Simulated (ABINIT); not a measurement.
HfN:

```xyz
2
Lattice="0.0000 2.4548 2.4548 2.4548 0.0000 2.4548 2.4548 2.4548 0.0000" Properties=species:S:1:pos:R:3 pbc="T T T"
Hf    0.0000    0.0000    0.0000
N     1.2274    1.2274    1.2274
```

The cell comes from a database or a generator and needn't be the stable form of this composition.

Base run:

| Quantity | Value |
| --- | --- |
| Program | ABINIT 10.8.3 (patched build) |
| Functional | RPBE |
| Potentials or basis | JTH PAW PBE v2.0 |
| Cutoff | 844 eV |
| k mesh | 9 × 9 × 9 |
| Occupations | fermi-dirac, width 0.05 eV |
| Spin | no spin polarisation |

Its results: band gap on the k mesh none (metal or under the smearing width); pressure 3.7 GPa.

Question: The run is repeated on the same cell with these changes: functional from RPBE to PBEsol. What comes out?

Answer: Band gap on the k mesh none (metal or under the smearing width); pressure -5.3 GPa.

PBEsol binds more tightly than RPBE, so the same cell stands under less pressure.

Caveats: the PAW data sets were made with another functional, which shifts forces and pressure a little.
